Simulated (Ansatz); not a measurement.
Si3N4, one structure, two calculations

Cell: a structure deposited in the COD, its atoms then relaxed with PBE in this cell.

Space group P6_3/m (No. 176); a = 7.5950, c = 2.9023 Å, γ = 120.00°.

| site | Wyckoff | site symmetry | x | y | z |
| --- | --- | --- | --- | --- | --- |
| Si | 6h | m.. | 0.7673 | 0.1736 | 0.2500 |
| N7 | 6h | m.. | 0.0294 | 0.3297 | 0.2500 |
| N13 | 2d | -6.. | 0.3333 | 0.6667 | 0.7499 |

One atom of each set is listed.

First run. The numbers come from a DFT calculation in Ansatz (PBE, plane waves and PAW, scalar-relativistic, 420 eV cutoff, Γ-centred 4×4×10 k-points, Fermi–Dirac smearing 0.02 eV).

```tsv
site	V_zz (10²¹ V/m²)	η
Si	0.99	0.42
N7	-4.90	0.07
N13	-4.83	0.00
```

Second run. The same atoms and settings, except that the functional is r2SCAN and the cutoff is 500 eV.

Problem. Given the first result, estimate the second.

Solution. 

```
site   V_zz     η  change of V_zz
  Si   0.99  0.40            0.00
  N7  -4.89  0.08           +0.01
 N13  -4.90  0.00           -0.07
```

The largest change of V_zz is on N13, from -4.83 to -4.90. In per cent, |V_zz| changes by 0 on Si, 0 to +1 on N (all sites that start above 0.5).

For the first run: At this cell the PBE pressure is 6 GPa, so with PBE the cell would grow if it were relaxed.
